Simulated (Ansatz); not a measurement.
# Defect calculation, host WS₂

These are results of DFT PBE, scalar-relativistic, plane waves, PAW in Ansatz 0.2.0, not measurements. Settings: 420 eV cutoff, 2×2×2 k-mesh, shifted by half a step, Gaussian smearing of 0.01 eV, collinear spin in charge 0 alone.

Host crystal, relaxed:

```
W S
1.0
     1.59387    0.92022    7.47445
    -1.59387    0.92022    7.47445
     0.00000   -1.84045    7.47445
W S
1 2
Direct
  0.00068 0.00068 0.00068
  0.40407 0.40407 0.40407
  0.26395 0.26395 0.26395
```

Supercell of 48 atoms, rows in host cell vectors: 1 1 -3; 1 -3 1; -3 1 1. Atoms relax at the host's cell, keeping the symmetry that the supercell leaves at the site. The cell is small, so energies carry finite-size errors of tenths of an eV. The host's Kohn–Sham gap is 1.64 eV. Atoms are taken from and returned to the elements' standard states. Charged cells are corrected for image charges with the computed static dielectric tensor (mean 8.8) and aligned with the host's potential at far atoms (alignment terms reach 0.13 eV). No band-filling term is added, and the Fermi level counts from the host's valence band top.

Spin-orbit coupling is left out, which matters for the bands and energies of heavy elements.

The defect is an interstitial at (0.812, 0.844, 0.844) of the host cell.

| charge | E_f at the valence band top (eV) | over the neutral state (eV) | moment (μB) | largest move (Å) | atoms near the site |
| --- | --- | --- | --- | --- | --- |
| +1 | 1.21 | -0.92 | 0.00 | 2.35 | 2 S at 1.76 Å, 1 W at 1.83 Å, 1 S at 2.33 Å, 1 S at 3.29 Å, 2 W at 3.36 Å |
| 0 | 2.13 | 0.00 | 1.00 | 1.30 | 2 S at 1.79 Å, 1 S at 2.54 Å, 1 W at 2.86 Å, 2 W at 3.29 Å, 1 S at 3.31 Å |
| -1 | 3.29 | 1.16 | 0.00 | 1.14 | 2 S at 1.85 Å, 1 S at 2.40 Å, 1 W at 3.00 Å, 2 W at 3.28 Å, 1 S at 3.51 Å |

Among the charges computed the stable one is +1 at the valence band top, changing to 0 at 0.92 eV, changing to -1 at 1.16 eV. Other sites of the defect weren't tried.

Q: Which element is it? Judge by the nearest distance in charge 0 and covalent radii.
A. I
B. Ca
C. Ru
D. H
E. In

A: D. The nearest neighbour is S at 1.79 Å, and the summed covalent radii with S are 2.81 Å for Ca, 1.36 Å for H, 2.44 Å for I, 2.47 Å for In, 2.51 Å for Ru, so H fits best. Bonds can miss such sums by a tenth of an ångström or more.